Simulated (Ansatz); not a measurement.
GeO2 (rutile)

```xyz
6
Lattice="4.4875 0.0000 0.0000 0.0000 4.4875 0.0000 0.0000 0.0000 2.9050" Properties=species:S:1:pos:R:3 pbc="T T T"
Ge     0.0000     0.0000     0.0000
Ge     2.2438     2.2438     1.4525
O      1.3783     1.3783     0.0000
O      3.6221     0.8654     1.4525
O      0.8654     3.6221     1.4525
O      3.1092     3.1092     0.0000
```

The slice is a (010) plane (indices of the conventional cell) through the point (0.000, 0.000, 0.000) (fractional), spanned by u = [001] and v = [100] in vectors of this cell: u (2.90 Å) and v (4.49 Å, at 90° to u). It covers one period; positions are fractions (u, v).

Calculation: PBE (plane waves to 420 eV, PAW, scalar-relativistic; Ansatz, a quantum-chemistry and plane-wave program). k mesh 8×8×11. These are valence fields of a PAW run, semicore shells included where kept as valence: close to a nucleus they are smooth pseudo fields. GeO2 was relaxed with its symmetry unable to fall.

Three fields on this plane, each scaled to ten steps between its own extremes (0 low, 9 high; the total valence density on a logarithmic scale, the potential cut 8 eV below its top; x marks points blanked near nuclei; v = 0 in the bottom row):

Map A
```
|xxxxx8777778xxxx|
|xxxx988888889xxx|
|xxxx988888889xxx|
|xx9888899988889x|
|7777788999887777|
|6656678888876656|
|4444566777665444|
|3333445565544333|
|2222233444332222|
|1111112222211111|
|0000000111000000|
|0000000000000000|
|0000000111000000|
|1111112222211111|
|2222233444332222|
|3333445565544333|
|4444566777665444|
|6656678888876656|
|7777788999887777|
|xx9888899988889x|
|xxxx988888889xxx|
|xxxx988888889xxx|
|xxxxx8777778xxxx|
|xxxxx8777778xxxx|
```

Map B
```
|xxxxx2221222xxxx|
|xxxx333333333xxx|
|xxxx345666543xxx|
|xx3335788875333x|
|2222468999864222|
|1112357999753211|
|1111246898642111|
|0000124676421000|
|0000012343210000|
|0000000111000000|
|0000000000000000|
|0000000000000000|
|0000000000000000|
|0000000111000000|
|0000012343210000|
|0000124676421000|
|1111246898642111|
|1112357999753211|
|2222468999864222|
|xx3335788875333x|
|xxxx345666543xxx|
|xxxx333333333xxx|
|xxxxx2221222xxxx|
|xxxxx2111112xxxx|
```

Map C
```
|xxxxx7321237xxxx|
|xxxx952111259xxx|
|xxxx631111136xxx|
|xx9631001001369x|
|7753100000001357|
|3321000000000123|
|1110000000000011|
|0000000000000000|
|0000000000000000|
|0000000000000000|
|0000000000000000|
|0000000000000000|
|0000000000000000|
|0000000000000000|
|0000000000000000|
|0000000000000000|
|1110000000000011|
|3321000000000123|
|7753100000001357|
|xx9631001001369x|
|xxxx631111136xxx|
|xxxx952111259xxx|
|xxxxx7321237xxxx|
|xxxxx7421247xxxx|
```

Q: Assign the maps to these fields: density of the lowest conduction band (whole band as if filled, smooth part); electron localisation function (ELF); valence electron density.

A: A is the valence electron density; B is the electron localisation function (ELF); C is the density of the lowest conduction band (whole band as if filled, smooth part).
